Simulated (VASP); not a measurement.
# FeNi (Tetrataenite): band structure with TB-mBJ

The system is FeNi (Tetrataenite).

```
Ni Fe
1.0
     2.53300    0.00000    0.00000
     0.00000    2.53300    0.00000
     0.00000    0.00000    3.58200
Ni Fe
1 1
Direct
  0.50000 0.50000 0.50000
  0.00000 0.00000 0.00000
```

```yaml
Program: VASP 6.6.1
Task: band structure
Functional: TB-mBJ
Potentials_or_basis: VASP PAW PBE potentials, release 64 (Ni, Fe)
Cutoff: 520 eV
k_mesh: 10 × 10 × 8
Occupations: fermi-dirac, width 0.05 eV
Spin: collinear spin, ferromagnetic start
Starting_moments: "[1.0, 3.0] μB"
Further_INCAR_settings: ALGO = Normal; EDIFF = 1e-06
```

```
Band gap along the path                               : none (metal or under the smearing width)
Net moment                                            : 3.39 μB per cell
Site moments                                          : Ni +0.67; Fe +2.84 μB
Valence electrons inside the program's atomic spheres : Ni 9.44; Fe 7.15
```

Levels at the corners of the path, in eV from the Fermi level:
Spin up:
| point | band 6 | band 7 | band 8 | band 9 | band 10 | band 11 | band 12 | band 13 | band 14 | band 15 |
| --- | --- | --- | --- | --- | --- | --- | --- | --- | --- | --- |
| Γ | -2.96 | -2.18 | -2.06 | -1.28 | -1.08 | -1.08 | 3.09 | 9.25 | 14.96 | 14.96 |
| X | -3.16 | -2.69 | -2.15 | -2.14 | -1.82 | 0.56 | 1.02 | 11.65 | 11.74 | 12.65 |
| X | -3.16 | -2.69 | -2.15 | -2.14 | -1.82 | 0.56 | 1.02 | 11.65 | 11.74 | 12.65 |
| M | -1.43 | -1.31 | -1.08 | -1.08 | -0.82 | 3.12 | 3.12 | 9.13 | 9.39 | 14.56 |
| M | -1.43 | -1.31 | -1.08 | -1.08 | -0.82 | 3.12 | 3.12 | 9.13 | 9.39 | 14.56 |
| Γ | -2.96 | -2.18 | -2.06 | -1.28 | -1.08 | -1.08 | 3.09 | 9.25 | 14.96 | 14.96 |
| Γ | -2.96 | -2.18 | -2.06 | -1.28 | -1.08 | -1.08 | 3.09 | 9.25 | 14.96 | 14.96 |
| Z | -2.35 | -2.35 | -2.32 | -1.98 | -1.98 | -1.87 | -1.48 | 19.11 | 19.13 | 19.29 |
| Z | -2.35 | -2.35 | -2.32 | -1.98 | -1.98 | -1.87 | -1.48 | 19.11 | 19.11 | 19.29 |
| R | -2.97 | -1.42 | -1.27 | -1.26 | -1.25 | 0.32 | 0.42 | 5.70 | 6.15 | 21.17 |
| R | -2.97 | -1.42 | -1.27 | -1.26 | -1.25 | 0.32 | 0.42 | 5.70 | 6.15 | 21.21 |
| A | -3.14 | -2.42 | -2.05 | -1.31 | -0.81 | 8.07 | 8.07 | 8.09 | 8.09 | 9.73 |
| A | -3.14 | -2.42 | -2.05 | -1.31 | -0.81 | 8.07 | 8.07 | 8.09 | 8.09 | 9.73 |
| Z | -2.35 | -2.35 | -2.32 | -1.98 | -1.98 | -1.87 | -1.48 | 19.11 | 19.11 | 19.30 |
| X | -3.16 | -2.69 | -2.15 | -2.14 | -1.82 | 0.56 | 1.02 | 11.65 | 11.74 | 12.65 |
| R | -2.97 | -1.42 | -1.27 | -1.26 | -1.25 | 0.32 | 0.42 | 5.70 | 6.15 | 21.19 |
| M | -1.43 | -1.31 | -1.08 | -1.08 | -0.82 | 3.12 | 3.12 | 9.13 | 9.39 | 14.56 |
| A | -3.14 | -2.42 | -2.05 | -1.31 | -0.81 | 8.07 | 8.07 | 8.09 | 8.09 | 9.73 |
Spin down:
```tsv
point	band 3	band 4	band 5	band 6	band 7	band 8	band 9	band 10	band 11	band 12
Γ	-3.06	-1.45	-1.45	-0.87	-0.87	0.76	1.65	1.65	2.34	2.85
X	-2.59	-1.86	-1.58	-1.44	-0.92	-0.82	1.25	1.54	1.83	3.46
X	-2.59	-1.86	-1.58	-1.44	-0.92	-0.82	1.25	1.54	1.83	3.46
M	-3.35	-3.35	0.92	1.10	1.34	1.34	2.03	2.03	2.33	2.33
M	-3.35	-3.35	0.92	1.10	1.34	1.34	2.03	2.03	2.33	2.33
Γ	-3.06	-1.45	-1.45	-0.87	-0.87	0.76	1.65	1.65	2.34	2.85
Γ	-3.06	-1.45	-1.45	-0.87	-0.87	0.76	1.65	1.65	2.34	2.85
Z	-2.14	-1.93	-1.11	-1.11	-1.10	-0.83	0.72	0.91	0.91	2.80
Z	-2.14	-1.93	-1.11	-1.11	-1.10	-0.83	0.72	0.91	0.91	2.80
R	-1.85	-1.31	-1.30	-0.57	-0.47	-0.43	0.92	1.59	2.05	2.06
R	-1.85	-1.31	-1.30	-0.57	-0.47	-0.43	0.92	1.59	2.05	2.06
A	-2.61	-2.12	-1.54	-1.54	-0.49	0.92	1.69	2.03	8.01	8.01
A	-2.61	-2.12	-1.54	-1.54	-0.49	0.92	1.69	2.03	8.01	8.01
Z	-2.14	-1.93	-1.11	-1.11	-1.10	-0.83	0.72	0.91	0.91	2.80
X	-2.59	-1.86	-1.58	-1.44	-0.92	-0.82	1.25	1.54	1.83	3.46
R	-1.85	-1.31	-1.30	-0.57	-0.47	-0.43	0.92	1.59	2.05	2.06
M	-3.35	-3.35	0.92	1.10	1.34	1.34	2.03	2.03	2.33	2.33
A	-2.61	-2.12	-1.54	-1.54	-0.49	0.92	1.69	2.03	8.01	8.01
```

It took 3.7 min on 1 thread of Intel(R) Xeon(R) Platinum 8488C (Sapphire Rapids), with other jobs on the host, peak memory 0.23 GiB.
